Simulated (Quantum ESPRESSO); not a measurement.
## MgS: changing the choice of potentials or basis

The structure is cubic, space group Fm-3m (No. 225). Conventional cell: a = 5.203 Å, b = 5.203 Å, c = 5.203 Å, α = 90.00°, β = 90.00°, γ = 90.00°. Around S (site symmetry m-3m) lie 6 Mg at 2.60 Å. Mg (site symmetry m-3m) has 6 S at 2.60 Å as nearest neighbours.

Kept alike: task band structure; functional PBEsol; k mesh 9 × 9 × 9; occupations fermi-dirac, width 0.05 eV; no spin polarisation. Program: Quantum ESPRESSO. Cutoffs run from 612 to 1225 eV. The mesh is that of the run's cell of 2 atoms. No spin-orbit coupling.

| choice of potentials or basis | band gap (eV) |
| --- | --- |
| GBRV 1.5 PBEsol | 2.706 |
| PseudoDojo 0.4 SR PBEsol stringent | 2.703 |
| PseudoDojo 0.4.1 SR PBEsol standard | 2.703 |

Gaps are the smaller of the mesh's and the band path's.

Task: What does the choice of potentials or basis change here?

Result: The band gap runs from 2.703 (PseudoDojo 0.4 SR PBEsol stringent; PseudoDojo 0.4.1 SR PBEsol standard) to 2.706 eV (GBRV 1.5 PBEsol).
